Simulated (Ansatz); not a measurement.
Space group Fm-3m (No. 225). a = 4.397 Å, b = 4.397 Å, c = 4.397 Å, α = 90.00°, β = 90.00°, γ = 90.00°
```tsv
atom	site	symmetry	x	y	z
Ta	4b	m-3m	0.5000	0.0000	0.0000
N	4a	m-3m	0.0000	0.0000	0.0000
```

Equation of state of this TaN structure (not necessarily the ground state), with shape and atoms relaxed at each volume where symmetry leaves them free. It has no gap at any of these volumes. Level of theory: DFT r2SCAN, scalar-relativistic, plane waves, PAW (Ansatz 0.2.0).

Plane waves to 500 eV, a k mesh through Γ of 16×16×16 on the computed 2-atom cell and Gaussian smearing (0.10 eV); no spin polarisation.

```json
{"V (Å³/atom)": "9.985", "E − E(largest V) (meV/atom)": "8.92", "P (GPa)": "24.90"}
{"V (Å³/atom)": "10.304", "E − E(largest V) (meV/atom)": "-26.82", "P (GPa)": "11.44"}
{"V (Å³/atom)": "10.623", "E − E(largest V) (meV/atom)": "-37.84", "P (GPa)": "0.00"}
{"V (Å³/atom)": "10.942", "E − E(largest V) (meV/atom)": "-27.85", "P (GPa)": "-9.73"}
{"V (Å³/atom)": "11.260", "E − E(largest V) (meV/atom)": "0.00", "P (GPa)": "-18.01"}
```

Problem. Fit a third-order Birch–Murnaghan equation to E(V).

Solution. V0 = 10.62 Å³/atom, B0 = 351 GPa, B0' = 4.4.

Spin-orbit coupling is left out, which matters for the bands of heavy elements.

This rock-salt form isn't the usual stable structure of the compound.